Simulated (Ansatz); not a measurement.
Sb (simple hexagonal type), DFT, PBE, norm-conserving pseudopotentials, Ansatz's default files, scalar-relativistic (Ansatz 0.2.0), on 1 thread of Intel(R) Xeon(R) 6975P-C (Granite Rapids) (shared host).

Command: `ansatz run input.yaml --threads 1 --pin off --max-ram 2048MiB --backend cpu --events-out ev --progress --plain --runs-dir out`

```yaml
crystal:
  lattice:
    - [3.0514187911, 0.0, 0.0]
    - [-1.5257093956, 2.6426061907, 0.0]
    - [0.0, 0.0, 2.892828779]
  atoms:
    - { symbol: Sb, position: [0.0, 0.0, 0.0] }
kpoints:
  mp_grid: { grid: [13, 13, 12] }
scf:
  occupations: { method: fermi_dirac, width: 0.05 }
hamiltonian:
  xc: pbe
  pseudopotentials: { kind: nc }
output:
  forces: true
  stress: true
  eigenvalues: true
```

Problem. How large is the problem that the program sets up?

Solution. 147 irreducible k-points, 1929 plane waves at Γ, 12 bands.

Problem. About how long does it take?

Solution. 4.2 s of wall time for 6 SCF iterations. Times on shared machines scatter by tens of per cent.
